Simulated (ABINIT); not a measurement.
The system is KF (Carobbiite).

```xyz
2
Lattice="0.0000 2.6719 2.6719 2.6719 0.0000 2.6719 2.6719 2.6719 0.0000" Properties=species:S:1:pos:R:3 pbc="T T T"
K     0.0000    0.0000    0.0000
F     2.6719    2.6719    2.6719
```

| Item | Value |
| --- | --- |
| Program | ABINIT 10.8.3 (patched build) |
| Task | single point |
| Functional | PBE |
| Potentials or basis | JTH PAW PBE v2.0 |
| Cutoff | 626 eV |
| k mesh | 9 × 9 × 9 |
| Occupations | fermi-dirac, width 0.05 eV |
| Spin | no spin polarisation |

On this cell: pressure 1.5 GPa; largest force zero by symmetry; band gap on the k mesh 6.17 eV, direct.

The same run follows on a disturbed copy (atoms moved at random, drawn with an rms of 0.05 Å):

```xyz
2
Lattice="0.0000 2.6719 2.6719 2.6719 0.0000 2.6719 2.6719 2.6719 0.0000" Properties=species:S:1:pos:R:3 pbc="T T T"
K    -0.0248    0.0277   -0.0214
F     2.6824    2.7193    2.6379
```

Question: What changes?

Answer: The energy moves by +0.7 meV/atom; pressure 1.5 GPa; largest force 0.070 eV/Å; band gap on the k mesh 6.17 eV, direct.

Forces on the atoms (eV/Å):
```
K    0.057  0.034 -0.022
F   -0.057 -0.034  0.022
```

Caveats: an odd mesh through Γ misses points on the zone boundary, where band edges often lie.
